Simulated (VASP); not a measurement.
# HfN: convergence, self-consistent run

HfN, P1 (no. 1), 2 atoms in the cell. PBE; PAW potentials Hf_pv, N (PBE set). VASP 6.6.1. The atoms are moved at random off their ideal places.

Wanted: energy within 1 meV/atom; forces within 0.005 eV/Å; pressure within 0.1 GPa.

POSCAR:
```
HfN
1.0
    0.0000000000      2.2560000000      2.2560000000
    2.2560000000      0.0000000000      2.2560000000
    2.2560000000      2.2560000000      0.0000000000
Hf N
1 1
Direct
   -0.0036090000      0.0047080000      0.0016950000
    0.4950000000      0.5041690000      0.4938940000
```

## FFT grids and symmetry tolerance typed by hand

| FFT grids and symmetry tolerance typed by hand | Energy less reference (meV/atom) | Forces, largest deviation (eV/Å) | Pressure (GPa) | SCF iterations | Time (s) |
|---|---|---|---|---|---|
| default | 0.0 | 0.0000 | 1.09 | 14 | 80 |
| NGX, NGY, NGZ = 28, 28, 28 | 0.0 | 0.0000 | 1.09 | 14 | 145 |
| NGX, NGY, NGZ = 18, 18, 18 | 0.0 | 0.0002 | 1.09 | 14 | 72 |
| NGX, NGY, NGZ = 14, 14, 14 | -3.7 | 0.0002 | 1.02 | 14 | 33 |
| NGX, NGY, NGZ = 12, 12, 12 | 25.4 | 0.0008 | -0.90 | 14 | 29 |
| NGXF, NGYF, NGZF = 32, 32, 32 | 0.0 | 0.0003 | 1.09 | 14 | 80 |
| NGXF, NGYF, NGZF = 64, 64, 64 | 0.0 | 0.0000 | 1.09 | 14 | 82 |
| SYMPREC = 0.001 | -0.2 | 0.0124 | 1.09 | 13 | 52 |
| SYMPREC = 1e-08 | 0.0 | 0.0000 | 1.09 | 14 | 77 |
| EWALD_CUTOFF = 2.0 | -2833.8 | 0.0521 | 68.13 | 14 | 93 |
| EWALD_CUTOFF = 8.0 | 0.0 | 0.0000 | 1.09 | 14 | 59 |

## Question

For each series: keep the first row unless others stay within half of the tolerance and take at least 30 % less time, and then take the fastest.

## Answer

- FFT grids and symmetry tolerance typed by hand: default

## The input

INCAR:
```
ALGO     = Normal         # electronic algorithm
EDIFF    = 1E-7           # SCF threshold, eV
ENCUT    = 400            # plane-wave cutoff, eV
ISIF     = 2              # what is computed and relaxed
ISMEAR   = 0              # smearing method
LASPH    = True           # aspherical terms in the spheres
LCHARG   = False          # write CHGCAR
LREAL    = False          # projectors in reciprocal space
LWAVE    = False          # write WAVECAR
NELM     = 100            # most SCF steps
PREC     = Accurate       # precision mode
SIGMA    = 0.02           # smearing width, eV
```

KPOINTS:
```
k-points
0
Gamma
  9 9 9
```

Commands:
```
cat potpaw_PBE.64/Hf_pv/POTCAR potpaw_PBE.64/N/POTCAR > POTCAR
mpirun -np 1 vasp_std > vasp.out
```

The chosen input took VASP 6.6.1 80 s on 1 core (Intel Xeon Platinum 8259CL @ 2.50GHz (Skylake/Cascade Lake)), a shared host.

## An input that fails: an FFT grid typed too coarse

It runs to its end, but against the unchanged starting input it is off by 838.4 meV/atom in the energy, 0.2817 eV/Å in the forces, 12.38 GPa in the pressure.

Changes against the starting input:
```
+ NGX = 8
+ NGY = 8
+ NGZ = 8
```
